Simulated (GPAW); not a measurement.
# SnSe (Fm-3m) in GPAW: a series of runs

One crystal, SnSe, is run at these levels: PBE+D3(BJ), BLYP, r2SCAN, PBE; tasks: band structure.

Program: GPAW 26.7.0. These are calculated values, not measurements. Logs are shortened: lines on timing, memory, paths and dates and some standing lists are left out, and cuts for length are marked. The log counts tension as positive stress, the text compression.

## (1) The structure

The structure is cubic, space group Fm-3m (No. 225). The conventional cell has a = 6.020 Å, b = 6.020 Å, c = 6.020 Å, α = 90.00°, β = 90.00°, γ = 90.00°. Around Sn (site symmetry m-3m) lie 6 Se at 3.01 Å. Se (site symmetry m-3m) is surrounded by 6 Sn at 3.01 Å.

Measurements of this composition are mostly on another form, of space group No. 62.

## (2) Band structure, PBE+D3(BJ)

run.py

```python
from ase.calculators.mixing import SumCalculator
from ase.dft.bandgap import bandgap
from ase.io import read, write
from ase.units import GPa
from dftd3.ase import DFTD3
from gpaw import GPAW, PW

atoms = read('POSCAR')

calc = GPAW(mode=PW(600),
            xc='PBE',
            kpts={'size': (8, 8, 8), 'gamma': True},
            occupations={'name': 'fermi-dirac', 'width': 0.1},
            nbands=19,
            convergence={'density': 1e-05, 'energy': 1e-05},
            maxiter=150,
            txt='gpaw.txt')
atoms.calc = SumCalculator([calc, DFTD3(method='pbe', damping='d3bj')])
energy = atoms.get_potential_energy()
forces = atoms.get_forces()
stress = atoms.get_stress()
calc.write('gs.gpw')
write('result.traj', atoms)
print(f'Energy: {energy:.6f} eV')
print('Forces (eV/A):')
print(forces.round(4))
print('Stress (GPa):', (stress / GPa).round(3))
print('Fermi level:', round(calc.get_fermi_level(), 4), 'eV')
print(f'Gap: {bandgap(calc)[0]:.4f} eV, direct: {bandgap(calc, direct=True)[0]:.4f} eV')

path = atoms.cell.bandpath('GXWKGLUWLK,UX', npoints=60, eps=1e-4)
bs_calc = calc.fixed_density(kpts=path, symmetry='off', nbands=31,
                             convergence={'bands': 'CBM+6.0', 'eigenstates': 1e-6}, txt='bands.txt')
bs = bs_calc.band_structure()
bs.write('bs.json')
print(f'Gap on the path: {bandgap(bs_calc)[0]:.4f} eV')
```

POSCAR

```
SnSe
1.0
    0.0000000000      3.0100000000      3.0100000000
    3.0100000000      0.0000000000      3.0100000000
    3.0100000000      3.0100000000      0.0000000000
Sn Se
1 1
Direct
    0.0000000000      0.0000000000      0.0000000000
    0.5000000000      0.5000000000      0.5000000000
```

Potentials or basis: GPAW PAW data sets (gpaw-data 1.2.1), pw.

Command:

```sh
> OMP_NUM_THREADS=1 python run.py
```

gpaw.txt:

```text
__  _  _
 | _ |_)|_||  |
 |__||  | ||/\| - 26.7.0

Input parameters:
  mode=PW(ecut=600.0),
  convergence={'density': 1e-05, 'energy': 1e-05},
  kpts=MonkhorstPack(size=(8, 8, 8), gamma=True),
  maxiter=150,
  nbands=19,
  occupations=Occupations(name='fermi-dirac', width=0.1),
  xc=XC(name='PBE')

Diagonalizing LCAO Hamiltonian
Converting LCAO to pw mode

                Se

       Sn

Atoms  # Å, Bohr magnetons
|   | symbol |        x |        y |        z |    initial magnetic moments |
|---|--------|----------|----------|----------|-----------------------------|
| 0 |     Sn | 0.000000 | 0.000000 | 0.000000 | ( 0.0000,  0.0000,  0.0000) |
| 1 |     Se | 3.010000 | 3.010000 | 3.010000 | ( 0.0000,  0.0000,  0.0000) |

Unit cell  # Å
| periodic |        x |        y |        z |  lengths |    angles |
|----------|----------|----------|----------|----------|-----------|
|      yes | 0.000000 | 3.010000 | 3.010000 | 4.256783 | 60.000000 |
|      yes | 3.010000 | 0.000000 | 3.010000 | 4.256783 | 60.000000 |
|      yes | 3.010000 | 3.010000 | 0.000000 | 4.256783 | 60.000000 |

Number of symmetries: 48
Symmetry operations  # r_c * U_cc + t_c -> r_c
|    | kind |            matrix            |
|----|------|------------------------------|
|  0 |  σ   |  1, 0, 0,  1, 0,-1,  1,-1, 0 |
|  1 |  C2  |  1, 0, 0,  1,-1, 0,  1, 0,-1 |
|  2 |  E   |  1, 0, 0,  0, 1, 0,  0, 0, 1 |
|  3 |  σ   |  1, 0, 0,  0, 0, 1,  0, 1, 0 |
|  4 |  C4  |  1, 0,-1,  1, 0, 0,  1,-1, 0 |
|  5 |  S6  |  1, 0,-1,  1,-1, 0,  1, 0, 0 |
|  6 |  σ   |  1, 0,-1,  0, 1,-1,  0, 0,-1 |
|  7 |  C3  |  1, 0,-1,  0, 0,-1,  0, 1,-1 |
|  8 |  S6  |  1,-1, 0,  1, 0, 0,  1, 0,-1 |
|  9 |  C4  |  1,-1, 0,  1, 0,-1,  1, 0, 0 |
| 10 |  C3  |  1,-1, 0,  0,-1, 1,  0,-1, 0 |
| 11 |  σ   |  1,-1, 0,  0,-1, 0,  0,-1, 1 |
| 12 |  σ   |  0, 1, 0,  1, 0, 0,  0, 0, 1 |
| 13 |  C4  |  0, 1, 0,  0, 1,-1, -1, 1, 0 |
| 14 |  C3  |  0, 1, 0,  0, 0, 1,  1, 0, 0 |
| 15 |  S6  |  0, 1, 0, -1, 1, 0,  0, 1,-1 |
| 16 |  C2  |  0, 1,-1,  1, 0,-1,  0, 0,-1 |
| 17 |  σ   |  0, 1,-1,  0, 1, 0, -1, 1, 0 |
| 18 |  S4  |  0, 1,-1,  0, 0,-1,  1, 0,-1 |
| 19 |  C4  |  0, 1,-1, -1, 1, 0,  0, 1, 0 |
| 20 |  C3  |  0, 0, 1,  1, 0, 0,  0, 1, 0 |
| 21 |  σ   |  0, 0, 1,  0, 1, 0,  1, 0, 0 |
| 22 |  S6  |  0, 0, 1,  0,-1, 1, -1, 0, 1 |
| 23 |  C4  |  0, 0, 1, -1, 0, 1,  0,-1, 1 |
| 24 |  S4  |  0, 0,-1,  1, 0,-1,  0, 1,-1 |
| 25 |  C3  |  0, 0,-1,  0, 1,-1,  1, 0,-1 |
| 26 |  C2  |  0, 0,-1,  0,-1, 0, -1, 0, 0 |
| 27 |  S6  |  0, 0,-1, -1, 0, 0,  0,-1, 0 |
| 28 |  S4  |  0,-1, 1,  1,-1, 0,  0,-1, 0 |
| 29 |  C4  |  0,-1, 1,  0, 0, 1, -1, 0, 1 |
| 30 |  C2  |  0,-1, 1,  0,-1, 0,  1,-1, 0 |
| 31 |  σ   |  0,-1, 1, -1, 0, 1,  0, 0, 1 |
| 32 |  C3  |  0,-1, 0,  1,-1, 0,  0,-1, 1 |
| 33 |  S6  |  0,-1, 0,  0, 0,-1, -1, 0, 0 |
| 34 |  S4  |  0,-1, 0,  0,-1, 1,  1,-1, 0 |
| 35 |  C2  |  0,-1, 0, -1, 0, 0,  0, 0,-1 |
| 36 |  C2  | -1, 1, 0,  0, 1, 0,  0, 1,-1 |
| 37 |  S6  | -1, 1, 0,  0, 1,-1,  0, 1, 0 |
| 38 |  S4  | -1, 1, 0, -1, 0, 1, -1, 0, 0 |
| 39 |  C3  | -1, 1, 0, -1, 0, 0, -1, 0, 1 |
| 40 |  S6  | -1, 0, 1,  0, 0, 1,  0,-1, 1 |
| 41 |  C2  | -1, 0, 1,  0,-1, 1,  0, 0, 1 |
| 42 |  C3  | -1, 0, 1, -1, 1, 0, -1, 0, 0 |
| 43 |  S4  | -1, 0, 1, -1, 0, 0, -1, 1, 0 |
| 44 |  C2  | -1, 0, 0,  0, 0,-1,  0,-1, 0 |
| 45 |  i   | -1, 0, 0,  0,-1, 0,  0, 0,-1 |
| 46 |  σ   | -1, 0, 0, -1, 1, 0, -1, 0, 1 |
| 47 |  C2  | -1, 0, 0, -1, 0, 1, -1, 1, 0 |

BZ-sampling:
  Number of BZ points: 512
  Number of IBZ points: 29

  Monkhorst-Pack size: [8, 8, 8]
  Monkhorst-Pack shift: [0.0625, 0.0625, 0.0625]

K-points  # in reciprocal-cell coordinates
|     |                                coordinates |     weight |
|-----|--------------------------------------------|------------|
|   0 | (  0.00000000,   0.00000000,   0.00000000) | 0.00195312 |
|   1 | (  0.12500000,   0.12500000,   0.00000000) | 0.01171875 |
|   2 | (  0.12500000,   0.12500000,   0.12500000) | 0.01562500 |
|   3 | (  0.25000000,   0.12500000,   0.12500000) | 0.02343750 |
|   4 | (  0.25000000,   0.25000000,   0.00000000) | 0.01171875 |
|   5 | (  0.25000000,   0.25000000,   0.12500000) | 0.04687500 |
|   6 | (  0.25000000,   0.25000000,   0.25000000) | 0.01562500 |
|   7 | (  0.37500000,   0.25000000,  -0.37500000) | 0.04687500 |
|   8 | (  0.37500000,   0.25000000,   0.12500000) | 0.04687500 |
|   9 | (  0.37500000,   0.25000000,   0.25000000) | 0.04687500 |
| ... |                                            |            |
|  28 | (  0.50000000,   0.50000000,   0.50000000) | 0.00781250 |

Plane wave coefficients: 1841
Cutoff: 600.0 eV

Spin-components: 1 (collinear spins)
Bands:           19
Projectors:      11
Spin-degeneracy: 2
Datatype:        complex128

Parallelization:
  kpt:    1
  domain: 1
  band:   1

Density:
  Valence electrons: 20.0
  Components: 1
  Grid points: [25 25 25]
  Charge: 0.0  # |e|

Potential:
  Grid points: [25 25 25]

species:
  Sn:
    name:    Tin
    Z:       50.0
    valence: 14
    core:    36
    charge:  0.0  # [|e|]
    compensation charges:
      type: gauss
      rc: 0.38  # [Å]
      lmax: 2
    cutoffs:
      filter: 2.23  # [Å]
      core: 2.35  # [Å]
    projectors
    | kind |    occ | energy [eV] | rcut [Å] |
    |------|--------|-------------|----------|
    |   5s |  2.000 |     -10.538 |    1.201 |
    |   5p |  2.000 |      -3.696 |    1.270 |
    |   4d | 10.000 |     -25.845 |    1.185 |
    |    s |        |      16.674 |    1.201 |
    |    p |        |      23.515 |    1.270 |
    |    d |        |       1.367 |    1.185 |

    Using partial waves for Sn as LCAO basis

  Se:
    name:    Selenium
    Z:       34.0
    valence: 6
    core:    28
    charge:  0.0  # [|e|]
    compensation charges:
      type: gauss
      rc: 0.27  # [Å]
      lmax: 2
    cutoffs:
      filter: 1.77  # [Å]
      core: 2.67  # [Å]
    projectors
    | kind |    occ | energy [eV] | rcut [Å] |
    |------|--------|-------------|----------|
    |   4s |  2.000 |     -17.277 |    0.847 |
    |   4p |  4.000 |      -6.512 |    1.005 |
    |    s |        |       9.935 |    0.847 |
    |    p |        |      20.699 |    1.005 |
    |    d |        |       0.000 |    0.847 |

    Using partial waves for Se as LCAO basis

Reference energy: -234114.225438  # eV

eigensolver:
  PPCG
  Converge bands: occupied
  niter=2

density mixing:
  MSR1-Mixer
  Pratt-step length: 0.05
  Maximum mixing coefficient: 0.75
  Old densities: 10
  SVD Regularization: 0.005
  Good broyden scale: 1.0
  Trust region scale: 1.0
  Backstep threshold: 4.0
  History deletion threshold: 6.0
  Fourier metric: weight=20.0, sigma=0.015

occupation numbers:
  Fermi-Dirac:
    width: 0.1000  # eV

poisson solver:
  ecut: 4800.0  # eV

xc functional:
  name: PBE with 2 nearest neighbor stencil

convergence criteria:
- Maximum integral of absolute [dens]ity change: 1e-05 electrons / valence electron
- Maximum [total energy] change in last 3 cyles: 1e-05 eV / valence electron
- Maximum integral of absolute [eigenst]ate change: 4e-08 eV^2 / valence electron
maximum number of iterations: 150

SCF iterations
|iter     | |      energy | eigst |  dens |
|---------|-|-------------|-------|-------|
|iter:   1| |   -8.557547 | -0.23 |       |
|iter:   2| |   -8.521858 | -2.42 | -1.32 |
|iter:   3| |   -8.407280 | -2.38 | -1.36 |
|iter:   4| |   -8.409126 | -4.04 | -1.97 |
|iter:   5| |   -8.409730 | -4.59 | -2.38 |
|iter:   6| |   -8.409741 | -5.98 | -3.30 |
|iter:   7| |   -8.409742c| -7.02 | -3.84 |
|iter:   8| |   -8.409742c| -7.66c| -4.64 |
|iter:   9| |   -8.409742c| -8.16c| -5.46c|

Converged in 9 steps
Energy contributions relative to reference atoms: (reference = -234114.225438)

Energy contributions:
  Kinetic:          12.528264
  Coulomb:         -12.960468
  Zero:             -0.026983
  External:          0.000000
  Xc:               -7.949412
  Entropy:          -0.002287
  Spinorbit:         0.000000
  ----------------------------
  Free energy:      -8.410886
  Extrapolated:     -8.409742

dipole moment: (-20.422196, -20.422196, -20.422196)  # |e|*Ang

Fermi level: 6.318
Eigenvalues  # (at kpt = [0.000, 0.000, 0.000])
| band index |      eig [eV] | occ [0-2] |
|------------|---------------|-----------|
|          0 |       -15.529 |     2.000 |
|        ... |               |           |
|          2 |       -15.528 |     2.000 |
|          3 |       -15.528 |     2.000 |
|          4 |       -15.528 |     2.000 |
|          5 |        -7.800 |     2.000 |
|          6 |         1.013 |     2.000 |
|          7 |         3.865 |     2.000 |
[... 9 lines left out ...]
|         17 |        14.226 |     0.000 |
|         18 |        14.316 |     0.000 |

Gap: 0.595 eV
Transition (v -> c):
  (s=0, k=28, n=9, [0.50, 0.50, 0.50]) -> (s=0, k=28, n=10, [0.50, 0.50, 0.50])
No difference between direct/indirect transitions

Forces  # eV/Ang
|       x |       y |       z |
|---------|---------|---------|
| 0.00000 | 0.00000 | 0.00000 |  # Sn   0
| 0.00000 | 0.00000 | 0.00000 |  # Se   1

Stress tensor  # eV/Ang^3
|         x |         y |         z |
|-----------|-----------|-----------|
| -0.004746 |  0.000000 |  0.000000 |
|  0.000000 | -0.004746 |  0.000000 |
|  0.000000 |  0.000000 | -0.004746 |

# Writing to gs.gpw (mode='')
```

It took 38 s on 1 thread of Arm Neoverse V2, shared host; peak memory 0.27 GiB.

What came out:

| Property | Result |
| --- | --- |
| Free energy | -9.1169 eV |
| Pressure | -1.4 GPa |
| Band gap along the path | 0.17 eV, direct |
| Dispersion energy per atom | -0.353 eV |

Levels at the corners of the path, in eV from the valence-band top:
```
point  band 7  band 8  band 9  band 10  band 11  band 12  band 13  band 14
    Γ   -5.14   -2.29   -2.29    -2.29     4.22     4.22     4.22     5.78
    X   -6.08   -5.56   -3.73    -3.73     2.94     5.25     5.25     5.87
    W   -6.99   -4.80   -4.80    -0.90     1.39     4.67     4.67     7.13
    K   -7.08   -5.15   -3.26    -2.56     3.14     3.51     5.20     5.24
    Γ   -5.14   -2.29   -2.29    -2.29     4.22     4.22     4.22     5.78
    L   -8.13   -2.04   -2.04    -0.10     0.50     1.15     1.15     8.16
    U   -7.08   -5.15   -3.26    -2.56     3.14     3.51     5.20     5.24
    W   -6.99   -4.80   -4.80    -0.90     1.39     4.67     4.67     7.13
    L   -8.13   -2.04   -2.04    -0.10     0.50     1.15     1.15     8.16
    K   -7.08   -5.15   -3.26    -2.56     3.14     3.51     5.20     5.24
    U   -7.08   -5.15   -3.26    -2.56     3.14     3.51     5.20     5.24
    X   -6.08   -5.56   -3.73    -3.73     2.94     5.25     5.25     5.87
```

Caveat: spin-orbit coupling is left out, which moves the levels of the heavy elements.

## (3) Band structure, BLYP

Changes to run.py since step 2:

```diff
@@ -1,2 +1 @@
-from ase.calculators.mixing import SumCalculator
 from ase.dft.bandgap import bandgap
@@ -4,4 +3,5 @@
 from ase.units import GPa
-from dftd3.ase import DFTD3
-from gpaw import GPAW, PW
+from gpaw import GPAW, PW, setup_paths
+
+setup_paths.insert(0, '.')
 
@@ -10,10 +10,11 @@
 calc = GPAW(mode=PW(600),
-            xc='PBE',
+            xc='BLYP',
             kpts={'size': (8, 8, 8), 'gamma': True},
-            occupations={'name': 'fermi-dirac', 'width': 0.1},
+            occupations={'name': 'fermi-dirac', 'width': 0.05},
             nbands=19,
             convergence={'density': 1e-05, 'energy': 1e-05},
+            eigensolver='davidson',
             maxiter=150,
             txt='gpaw.txt')
-atoms.calc = SumCalculator([calc, DFTD3(method='pbe', damping='d3bj')])
+atoms.calc = calc
 energy = atoms.get_potential_energy()
```

POSCAR is that of step 2.

Potentials or basis: PAW data sets generated in the run's folder for this functional, pw.

Command:

```sh
> gpaw-setup -f BLYP Se Sn
> OMP_NUM_THREADS=1 python run.py
```

Wall time 38 s (1 thread of Arm Neoverse V2, shared host); peak memory 0.26 GiB.

The run converged. Its results:

```
Free energy             : -7.1758 eV
Pressure                : 4.7 GPa
Band gap on the k mesh  : 0.39 eV, direct
Band gap along the path : 0.23 eV, indirect (least direct gap 0.27 eV)
```

Levels at the corners of the path, in eV from the valence-band top:
```
point  band 8  band 9  band 10  band 11  band 12  band 13
    Γ   -2.30   -2.30    -2.30     4.11     4.11     4.11
    X   -5.46   -3.70    -3.70     3.27     5.13     5.13
    W   -4.72   -4.72    -0.95     1.37     4.75     4.75
    K   -5.06   -3.23    -2.57     3.17     3.44     5.23
    Γ   -2.30   -2.30    -2.30     4.11     4.11     4.11
    L   -2.02   -2.02     0.00     0.39     1.13     1.13
    U   -5.06   -3.23    -2.57     3.17     3.44     5.23
    W   -4.72   -4.72    -0.95     1.37     4.75     4.75
    L   -2.02   -2.02     0.00     0.39     1.13     1.13
    K   -5.06   -3.23    -2.57     3.17     3.44     5.23
    U   -5.06   -3.23    -2.57     3.17     3.44     5.23
    X   -5.46   -3.70    -3.70     3.27     5.13     5.13
```

Caveat: spin-orbit coupling is left out, which moves the levels of the heavy elements; the mesh misses the band edges, which the band path finds closer together.

## (4) Band structure, r2SCAN

Changes to run.py since step 3:

```diff
@@ -3,10 +3,8 @@
 from ase.units import GPa
-from gpaw import GPAW, PW, setup_paths
+from gpaw import GPAW, PW
 
-setup_paths.insert(0, '.')
-
-atoms = read('POSCAR')
+atoms = read('SnSe.xyz')
 
 calc = GPAW(mode=PW(600),
-            xc='BLYP',
+            xc='MGGA_X_R2SCAN+MGGA_C_R2SCAN',
             kpts={'size': (8, 8, 8), 'gamma': True},
@@ -15,3 +13,2 @@
             convergence={'density': 1e-05, 'energy': 1e-05},
-            eigensolver='davidson',
             maxiter=150,
@@ -31,3 +28,3 @@
 
-path = atoms.cell.bandpath('GXWKGLUWLK,UX', npoints=60, eps=1e-4)
+path = atoms.cell.bandpath('GXWKGLUWLK,UX', npoints=80, eps=1e-4)
 bs_calc = calc.fixed_density(kpts=path, symmetry='off', nbands=31,
```

SnSe.xyz

```xyz
2
Lattice="0.0000000000 3.0100000000 3.0100000000 3.0100000000 0.0000000000 3.0100000000 3.0100000000 3.0100000000 0.0000000000" Properties=species:S:1:pos:R:3 pbc="T T T"
Sn     0.0000000000      0.0000000000      0.0000000000
Se     3.0100000000      3.0100000000      3.0100000000
```

Potentials or basis: GPAW PAW data sets (gpaw-data 1.2.1), pw.

Command:

```sh
> OMP_NUM_THREADS=1 python run.py
```

Run time: 2.5 min. Hardware: 1 thread of Arm Neoverse V2, shared host; peak memory 0.42 GiB.

It converged, with:

| Property | Result |
| --- | --- |
| Free energy | -32.1760 eV |
| Pressure | -0.2 GPa |
| Band gap along the path | 0.02 eV, direct |

Levels at the corners of the path, in eV from the valence-band top:
```csv
point,band 8,band 9,band 10,band 11,band 12,band 13
Γ,-2.75,-2.75,-2.75,4.24,4.24,4.24
X,-6.06,-4.21,-4.21,3.01,5.35,5.35
W,-5.28,-5.28,-1.22,1.33,4.77,4.77
K,-5.64,-3.72,-2.89,3.17,3.47,5.34
Γ,-2.75,-2.75,-2.75,4.24,4.24,4.24
L,-2.48,-2.48,-0.11,0.36,1.02,1.02
U,-5.64,-3.72,-2.89,3.17,3.47,5.34
W,-5.28,-5.28,-1.22,1.33,4.77,4.77
L,-2.48,-2.48,-0.11,0.36,1.02,1.02
K,-5.64,-3.72,-2.89,3.17,3.47,5.34
U,-5.64,-3.72,-2.89,3.17,3.47,5.34
X,-6.06,-4.21,-4.21,3.01,5.35,5.35
```

Caveat: the PAW data sets were made with another functional, which shifts forces and pressure a little; spin-orbit coupling is left out, which moves the levels of the heavy elements.

## (5) Band structure, r2SCAN, spin-orbit coupling, no magnetisation

Changes to run.py since step 4:

```diff
@@ -1 +1,2 @@
+import numpy as np
 from ase.dft.bandgap import bandgap
@@ -4,2 +5,3 @@
 from gpaw import GPAW, PW
+from gpaw.spinorbit import soc_eigenstates
 
@@ -9,3 +11,3 @@
             xc='MGGA_X_R2SCAN+MGGA_C_R2SCAN',
-            kpts={'size': (8, 8, 8), 'gamma': True},
+            kpts={'size': (6, 6, 6), 'gamma': True},
             occupations={'name': 'fermi-dirac', 'width': 0.05},
@@ -28,3 +30,3 @@
 
-path = atoms.cell.bandpath('GXWKGLUWLK,UX', npoints=80, eps=1e-4)
+path = atoms.cell.bandpath('GXWKGLUWLK,UX', npoints=100, eps=1e-4)
 bs_calc = calc.fixed_density(kpts=path, symmetry='off', nbands=31,
@@ -34 +36,7 @@
 print(f'Gap on the path: {bandgap(bs_calc)[0]:.4f} eV')
+
+soc = soc_eigenstates(bs_calc, theta=0, phi=0, ignore_xc_potential=True)
+np.savetxt('soc_bands.dat', soc.eigenvalues(), fmt='%.4f')
+mesh = soc_eigenstates('gs.gpw', theta=0, phi=0, ignore_xc_potential=True)
+np.savetxt('soc_mesh.dat', mesh.eigenvalues(), fmt='%.4f')
+print('Fermi level with spin-orbit coupling:', round(mesh.fermi_level, 4), 'eV')
```

SnSe.xyz is that of step 4.

Command:

```sh
> OMP_NUM_THREADS=1 python run.py
```

Run time: 2.5 min. Hardware: 1 thread of Arm Neoverse V2, shared host; peak memory 0.46 GiB.

It converged, with:

```yaml
Free_energy: -32.1885 eV
Pressure: -0.5 GPa
Band_gap_along_the_path: 0.23 eV, indirect (least direct gap 0.23 eV)
```

Levels at the corners of the path, in eV from the valence-band top:
| point | band 16 | band 17 | band 18 | band 19 | band 20 | band 21 | band 22 | band 23 | band 24 | band 25 |
| --- | --- | --- | --- | --- | --- | --- | --- | --- | --- | --- |
| Γ | -2.94 | -2.50 | -2.50 | -2.50 | -2.50 | 3.78 | 3.78 | 4.64 | 4.64 | 4.64 |
| X | -5.95 | -4.25 | -4.25 | -3.97 | -3.97 | 3.12 | 3.12 | 5.14 | 5.14 | 5.75 |
| W | -5.19 | -5.17 | -5.17 | -1.12 | -1.12 | 1.42 | 1.42 | 4.86 | 4.86 | 4.90 |
| K | -5.54 | -3.63 | -3.63 | -2.76 | -2.76 | 3.19 | 3.19 | 3.66 | 3.66 | 5.39 |
| Γ | -2.94 | -2.50 | -2.50 | -2.50 | -2.50 | 3.78 | 3.78 | 4.64 | 4.64 | 4.64 |
| L | -2.51 | -2.26 | -2.26 | -0.06 | -0.06 | 0.48 | 0.48 | 0.97 | 0.97 | 1.34 |
| U | -5.54 | -3.63 | -3.63 | -2.76 | -2.76 | 3.19 | 3.19 | 3.66 | 3.66 | 5.39 |
| W | -5.19 | -5.17 | -5.17 | -1.12 | -1.12 | 1.42 | 1.42 | 4.86 | 4.86 | 4.90 |
| L | -2.51 | -2.26 | -2.26 | -0.06 | -0.06 | 0.48 | 0.48 | 0.97 | 0.97 | 1.34 |
| K | -5.54 | -3.63 | -3.63 | -2.76 | -2.76 | 3.19 | 3.19 | 3.66 | 3.66 | 5.39 |
| U | -5.54 | -3.63 | -3.63 | -2.76 | -2.76 | 3.19 | 3.19 | 3.66 | 3.66 | 5.39 |
| X | -5.95 | -4.25 | -4.25 | -3.97 | -3.97 | 3.12 | 3.12 | 5.14 | 5.14 | 5.75 |

Caveat: spin-orbit coupling was added after a scalar SCF, so levels and gaps hold it while energy, forces, pressure and moments don't; this program's spin-orbit splittings come out too wide for heavy elements; the PAW data sets were made with another functional, which shifts forces and pressure a little.

[end of part 1 of 2]
